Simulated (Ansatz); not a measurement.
## A series in volume per atom on YN

Periodic Kohn-Sham DFT of a crystal at fixed atoms; pressure and stress are positive in compression; the energy is the free energy less that of spherical unpolarised free atoms; site moments are those in the method's own spheres, positive along +z. The results are calculated, by Ansatz 0.2.0.

Cell of the first row (space group Fm-3m, No. 225):
```
cell vectors (Å)
   0.0000     2.3887     2.3887
   2.3887     0.0000     2.3887
   2.3887     2.3887     0.0000
atoms (fractions of the cell vectors)
Y   0.00000  0.00000  0.00000
N   0.50000  0.50000  0.50000
```

Settings of every row: method all-electron PAW; functional PBE; relativity scalar; k mesh 9x9x9; filling fermi-dirac; smearing width 0.03 eV; nucleus gaussian.

Atom start moment: 0 on all atoms.

Limits of some rows: small gap, it may come from the mesh (row 1, 2, 3, 4, 6).

| row | volume per atom (Å³) | pressure (GPa) |
| --- | --- | --- |
| 1 | 13.63 | 15.05 |
| 2 | 13.92 | ? |
| 3 | 14.21 | 6.603 |
| 4 | 14.355 | 4.749 |
| 5 | 14.645 | 1.313 |
| 6 | 14.79 | -0.277 |
| 7 | 15.08 | -3.222 |

Question: what pressure should row 2 give?

Worked fit of pressure. Take u = (V_r/V)^(2/3) − 1 with V_r = 14.5 Å³ an atom, which is twice the finite (Eulerian) strain; such expansions in the strain, on which the Birch-Murnaghan equation of state is built, carry the rest volume and the bulk modulus. The shown rows have u = 0.04211, 0.01356, 0.00672, -0.00661, -0.01311, -0.02581. Least squares give pressure = 2.9865 + 257.61 × u + 670.25 × u² + 362 × u³ GPa; a parabola predicts inner rows, each left out in turn, worse (root mean square 0.0042 against 0.0016 GPa). The rows lie off it by 0.000, -0.001, 0.001, 0.000, -0.001, 0.000. The pressure vanishes at u = -0.0120, or V = 14.76 Å³ an atom, and there the bulk modulus at fixed shape and fractions is B = −V dP/dV = (2/3)(1 + u) dP/du = 159 GPa. The withheld row has u = 0.02759, so the fit gives 2.9865 + 257.61 × (0.02759) + 670.25 × (0.02759)² + 362 × (0.02759)³ = 10.612 GPa.

The calculation gave 10.61 GPa. The fit lies 0.002 GPa (0.011 % of the column's range) above it; its largest miss of a shown row is 0.001 GPa.
